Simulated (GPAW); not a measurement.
BeS:

```
S Be
1.0
     0.00000    2.42500    2.42500
     2.42500    0.00000    2.42500
     2.42500    2.42500    0.00000
S Be
1 1
Direct
  0.75000 0.75000 0.75000
  0.00000 0.00000 0.00000
```

| Property | Result |
| --- | --- |
| Program | GPAW 26.7.0 |
| Task | relaxation of cell and atoms |
| Functional | LDA |
| Potentials or basis | the program's PAW data sets (release 1.2.1) made for this functional |
| Cutoff | 800 eV |
| Basis | pw |
| k mesh | 9 × 9 × 9 |
| Occupations | fermi-dirac, width 0.05 eV |
| Spin | no spin polarisation |

At the start: pressure -2.6 GPa; volume 14.26 Å³/atom.

Task: How do energy, volume and symmetry change on relaxing?

Result: Over 3 steps the energy falls by 3.1 meV/atom and the volume is 13.87 Å³/atom (-2.7 %); space group F-43m (No. 216, to 0.05 Å).

The path:
| step | energy change (eV) | largest force (eV/Å) | pressure (GPa) | volume (Å³) |
| --- | --- | --- | --- | --- |
| 1 | 0.0000 | 0.0000 | -2.63 | 28.52 |
| 2 | -0.0021 | 0.0000 | -2.17 | 28.38 |
| 3 | -0.0062 | 0.0000 | 0.06 | 27.74 |

Final structure:
```yaml
crystal:
  lattice:
    - [0.00000, 2.40270, 2.40270]
    - [2.40270, 0.00000, 2.40270]
    - [2.40270, 2.40270, 0.00000]
  atoms:
    - { symbol: S, position: [0.75000, 0.75000, 0.75000] }
    - { symbol: Be, position: [0.00000, 0.00000, 0.00000] }
```

Caveat: later steps reuse the first step's grids.
